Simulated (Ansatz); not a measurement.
A nudged elastic band was laid between two geometries of a periodic cell of 17 atoms, Si (host Si, host structure diamond, interstitial Si).

Computed with DFT PBEsol, scalar-relativistic, plane waves, PAW (Ansatz). Settings: cutoff 420 eV, k mesh 2x2x2, gaussian smearing 0.05 eV, no spin polarisation.

- movable images: 5
- climbing image: yes
- spring: 5.0 eV/Å²
- optimiser: quadratic models (default)
- start path: straight line
- force threshold: 0.03 eV/Å
- iteration limit: 80
- end points: relaxed

First end point:

```xyz
17
Lattice="0.0000 5.4300 5.4300 5.4300 0.0000 5.4300 5.4300 5.4300 0.0000" Properties=species:S:1:pos:R:3
Si -0.033 -0.002 -0.002
Si 1.340 1.376 1.376
Si 2.718 2.747 -0.002
Si 4.077 4.068 1.361
Si 2.718 -0.003 2.748
Si 4.078 1.361 4.068
Si 5.430 2.715 2.715
Si 6.785 4.067 4.068
Si 0.006 2.711 2.712
Si 1.336 4.048 4.049
Si 2.716 5.430 2.681
Si 4.099 6.810 4.048
Si 2.717 2.681 5.431
Si 4.100 4.047 6.811
Si 5.466 5.429 5.430
Si 6.784 6.792 6.793
Si 2.721 5.426 5.427
```

Last end point:

Only the atoms that move by more than 0.05 Å are listed.
```
Si17 4.062 4.074 4.079
```

(1) Which bonds break or form, and what moves?

(2) Give the energies along the band, and the barrier.

(3) What is the geometry of the highest image?

## Answers

(1) Contacts lost: Si2–Si17. Contacts made: Si7–Si17. The atom that moves furthest is Si17, by 2.33 Å.

(2) The forces met the threshold. The highest image is number 3 of 0 to 6, 0.300 eV above the ends, which have the same energy within 2 meV. By the program's own check the climbing image is a first-order saddle point (lowest curvatures found: -0.21 and 0.54 eV/Å²). Limits of this set-up: coarse k mesh.

| image | path coordinate (Å) | energy (eV) | Si2–Si17 (Å) | Si7–Si17 (Å) |
| --- | --- | --- | --- | --- |
| 0 | 0.00 | 0.000 | 2.39 | 4.69 |
| 1 | 0.58 | 0.115 | 2.45 | 4.23 |
| 2 | 1.15 | 0.262 | 2.61 | 3.74 |
| 3 | 1.72 | 0.300 | 3.11 | 3.12 |
| 4 | 2.29 | 0.262 | 3.73 | 2.61 |
| 5 | 2.87 | 0.117 | 4.22 | 2.45 |
| 6 | 3.45 | 0.000 | 4.69 | 2.39 |

(3) 
```xyz
17
Lattice="0.0000 5.4300 5.4300 5.4300 0.0000 5.4300 5.4300 5.4300 0.0000" Properties=species:S:1:pos:R:3
Si -0.023 -0.074 -0.072
Si 1.594 1.119 1.120
Si 2.787 2.736 -0.072
Si 3.998 4.145 1.337
Si 2.787 -0.074 2.738
Si 3.998 1.335 4.146
Si 5.192 2.951 2.953
Si 6.808 4.145 4.146
Si 0.220 2.493 2.495
Si 1.254 3.974 3.976
Si 2.616 5.527 2.613
Si 4.169 6.890 3.976
Si 2.616 2.611 5.529
Si 4.169 3.974 6.891
Si 5.532 5.527 5.529
Si 6.566 7.007 7.009
Si 3.392 4.751 4.752
```

Time of the run: 2.7 min on 1 thread of AMD EPYC 9R45 96-Core Processor (Zen 5) (shared host), peak memory 0.91 GiB.
